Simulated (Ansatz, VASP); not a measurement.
One calculation of Au, two programs

File INCAR:

```
  PREC = Accurate
  ENCUT = 600
  EDIFF = 1E-6
  ISMEAR = 0
  SIGMA = 0.1
  LREAL = False
  LASPH = True
  NELM = 60
  ALGO = Fast
  ISIF = 3
  LWAVE = False
  LCHARG = False
  GGA = PS
  IBRION = 2
  NSW = 100
  EDIFFG = -0.005
```

File KPOINTS:

```
regular mesh
0
Gamma
  18 18 18
```

File POSCAR:

```
Au
1.0
    0.0000000000      2.0439732184      2.0439732184
    2.0439732184      0.0000000000      2.0439732184
    2.0439732184      2.0439732184      0.0000000000
Au
1
Direct
    0.0000000000      0.0000000000      0.0000000000
```

Input for Ansatz:

```yaml
crystal:
  lattice:
    - [0.0, 2.0439732183, 2.0439732183]
    - [2.0439732183, 0.0, 2.0439732183]
    - [2.0439732183, 2.0439732183, 0.0]
  atoms:
    - { symbol: Au, position: [0.0, 0.0, 0.0] }
basis:
  ecutwfc: 420
kpoints:
  mp_grid: { grid: [18, 18, 18] }
hamiltonian:
  xc: pbesol
scf:
  occupations: { method: gaussian, width: 0.1 }
output:
  forces: true
  stress: true
  eigenvalues: true
relax:
  adjacent_minimum: "off"
  f_tol: 0.005
  max_steps: 80
  cell: { stress_tol: 0.05 }
```

Alike in both runs: task relaxation of cell and atoms; functional PBEsol; k mesh 18 × 18 × 18; occupations gaussian, width 0.1 eV; no spin polarisation.

|  | VASP | Ansatz |
| --- | --- | --- |
| version | VASP 6.6.1 | Ansatz 0.2.0 |
| potentials or method | VASP PAW PBE potentials, release 64 (Au) | scalar-relativistic, plane waves, PAW |
| plane-wave cutoff (eV) | 600 | 420 |
| valence electrons in the cell | 11 | 19 |

```csv
,VASP,Ansatz,Ansatz less VASP
"gap on the k mesh at the Fermi level, each at its own relaxed structure (eV)",none,none,-
relaxed volume (Å³/atom),17.00,17.03,+0.021
relaxed cell length with the largest relative difference (Å),2.886,2.888,+0.0012
```

A gap of «none» marks a metal or a gap that the smearing closes. The two sets of potentials don't hold the same shells in valence.

Caveats: the PAW data sets were made with another functional, which shifts forces and pressure a little (VASP). The runs have no spin-orbit coupling, so splittings on Au are missing.
